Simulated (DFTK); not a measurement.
HfN:

```
Hf N
1.0
     0.00000    2.25600    2.25600
     2.25600    0.00000    2.25600
     2.25600    2.25600    0.00000
Hf N
1 1
Direct
  0.00000 0.00000 0.00000
  0.50000 0.50000 0.50000
```

Base run:

```yaml
Program: DFTK 0.8.2
Functional: LDA
Potentials_or_basis: SG15 1.2 (PBE)
Cutoff: 1225 eV
k_mesh: 10 × 10 × 10
Occupations: fermi-dirac, width 0.05 eV
Spin: no spin polarisation
```

Its results: band gap on the k mesh none (metal or under the smearing width); pressure -12.3 GPa.

**Question.** After a change of settings the same cell gave: band gap on the k mesh none (metal or under the smearing width); pressure -7.6 GPa. Which change was it?
A. functional from LDA to AM05; k mesh from 10 × 10 × 10 to 8 × 8 × 8
B. functional from LDA to WC; k mesh from 10 × 10 × 10 to 8 × 8 × 8
C. functional from LDA to r2SCAN
D. functional from LDA to RPBE; k mesh from 10 × 10 × 10 to 8 × 8 × 8

**Answer.** C.

Caveats: the potentials were made for another functional, which shifts forces and pressure.

Not every run made on this cell is shown here.
